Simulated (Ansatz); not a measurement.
Runs of Ansatz 0.2.0 on CuAu. Symmetry: P4/mmm, No. 123, tetragonal system. Conventional cell: a = 2.811 Å, b = 2.811 Å, c = 3.685 Å, α = 90.00°, β = 90.00°, γ = 90.00°. Around Au (site symmetry 4/mmm) lie 8 Cu at 2.71 Å and 4 Au at 2.81 Å. Cu (site symmetry 4/mmm) has 8 Au at 2.71 Å and 4 Cu at 2.81 Å as nearest neighbours. 

| task | spin | cell | target pressure (GPa) | points for each segment of the path | gap on the mesh (eV) | pressure (GPa) |
| --- | --- | --- | --- | --- | --- | --- |
| relaxation of cell and atoms | off | relaxed | 0 | - | none | 0.0 |
| relaxation of cell and atoms | off | relaxed to 2 GPa | 2 | - | none | 2.0 |
| band structure | SOC, no magnetisation | as given | - | 14 | none | (a) |
| band structure | off | as given | - | 14 | none | -0.4 |
| relaxation of cell and atoms | off | relaxed to 20 GPa | 20 | - | none | 20.0 |
| relaxation of cell and atoms | off | relaxed to 30 GPa | 30 | - | none | 30.0 |
| relaxation of cell and atoms | off | relaxed to 10 GPa | 10 | - | none | 10.0 |
| relaxation of cell and atoms | off | relaxed to 5 GPa | 5 | - | none | 5.0 |

Alike in all rows: level r2SCAN; potentials or basis Ansatz PAW; k mesh 9 × 9 × 7; cutoff (eV) 500; smearing fermi-dirac 0.05 eV.

**Question.** Estimate the missing entries.

**Answer.** (a) -1.5.

Caveats: the PAW data sets come from PBE, with cores solved anew for the run's functional, which leaves a small shift of forces and pressure; the plane-wave basis is chosen anew once the cell has moved, so the energies of steps on either side of that aren't comparable (some runs); spin-orbit coupling is left out, which moves the levels of the heavy elements (some runs).

A k mesh can miss the band edges, and rows without SOC leave out spin-orbit coupling on Au.

A gap of «none» marks a metal or a gap under the smearing width.
